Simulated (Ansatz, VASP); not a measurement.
# RbBr: VASP beside Ansatz

```
CELL_PARAMETERS angstrom
0.00000 3.56512 3.56512
3.56512 0.00000 3.56512
3.56512 3.56512 0.00000
ATOMIC_POSITIONS crystal
Rb 0.00000 0.00000 0.00000
Br 0.50000 0.50000 0.50000
```

Change from the starting cell: volume scaled by 1.05, PAW files.

Alike in both runs: task electric field gradients; functional PBE; k mesh 9 × 9 × 9; occupations fermi-dirac, width 0.05 eV; no spin polarisation.

|  | VASP | Ansatz |
| --- | --- | --- |
| version | VASP 6.6.1 | Ansatz 0.2.0 |
| potentials or method | VASP PAW PBE potentials, release 64 (Rb_sv, Br) | PAW with Ansatz's default frozen-core files, scalar-relativistic |
| plane-wave cutoff (eV) | 520 | 420 |
| valence electrons in the cell | 16 | 16 |

```csv
,VASP,Ansatz,Ansatz less VASP
gap on the k mesh at the Fermi level (eV),4.08,4.08,+0.001
pressure (GPa),-0.5,-0.5,-0.02
Vzz of the field gradient on the site that differs most (V/Å²),0.0,0.0,0.00
```

Ansatz warned: «gradients_without_spin_orbit».

Caveats: an odd mesh through Γ misses points on the zone boundary, where band edges often lie.
